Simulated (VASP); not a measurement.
# ZnO: convergence, self-consistent run

ZnO, P6_3mc (no. 186), 4 atoms in the cell. PBE; PAW potentials Zn, O (PBE set). VASP 6.6.1.

Wanted: energy within 0.2 meV/atom; levels at the zone centre within 0.003 eV.

What the run is for: comparing ways to start; Accuracy asked: tight.

Levels at the zone centre: counted from the valence top at that point.

POSCAR:
```
ZnO
1.0
    3.2493080000      0.0000000000      0.0000000000
   -1.6246540000      2.8139832727      0.0000000000
    0.0000000000      0.0000000000      5.2057090000
Zn O
2 2
Direct
    0.6666666667      0.3333333333      0.0000000000
    0.3333333333      0.6666666667      0.5000000000
    0.3333333333      0.6666666667      0.8790100000
    0.6666666667      0.3333333333      0.3790100000
```

## How the run starts (with a second run first, the time holds both)

| How the run starts (with a second run first, the time holds both) | Energy less reference (meV/atom) | Levels at the zone centre, largest deviation (eV) | Time (s) |
|---|---|---|---|
| from scratch: 15 SCF iterations | 0.00 | 0.0000 | 16 |
| density of a coarse mesh (ICHARG 1): 15 + 10 SCF iterations | 0.00 | 0.0003 | 17 |
| orbitals of a lower cutoff (ISTART 1): 15 + 7 SCF iterations | 0.00 | 0.0003 | 23 |
| orbitals of a loose run: 11 + 4 SCF iterations | 0.00 | 0.0000 | 16 |

Chosen: from scratch: 15 SCF iterations; no other choice that stays within half of the tolerance saves 30 % of the time.

The chosen settings are those of the reference run.

Values of the reference run: Levels at the zone centre: 0, 0, 0.7897 eV from the valence top at Gamma.

## The input

INCAR:
```
SYSTEM = ZnO
  ALGO = Normal
  EDIFF = 1E-6
  EFERMI = MIDGAP
  ENCUT = 520
  GGA = PE
  GGA_COMPAT = .False.
  ISIF = 2
  ISMEAR = 0
  LASPH = .True.
  LCHARG = .False.
  LREAL = .False.
  LWAVE = .False.
  NELM = 120
  PREC = Accurate
  SIGMA = 0.03
```

KPOINTS:
```
k-points
0
Gamma
  8 8 5
```

Commands:
```
cat potpaw_PBE.64/Zn/POTCAR potpaw_PBE.64/O/POTCAR > POTCAR
mpirun -np 1 vasp_std > vasp.out
```

The chosen input took VASP 6.6.1 16 s on 1 core (Intel Xeon Platinum 8488C (Sapphire Rapids)), a shared host.

## An input that fails: restart asked without its files

VASP's message: ERROR: charge density could not be read from file CHGCAR for ICHARG>10.

Changes against the starting input:
```
- NELM = 120
+ NELM = 60
+ ICHARG = 11
```
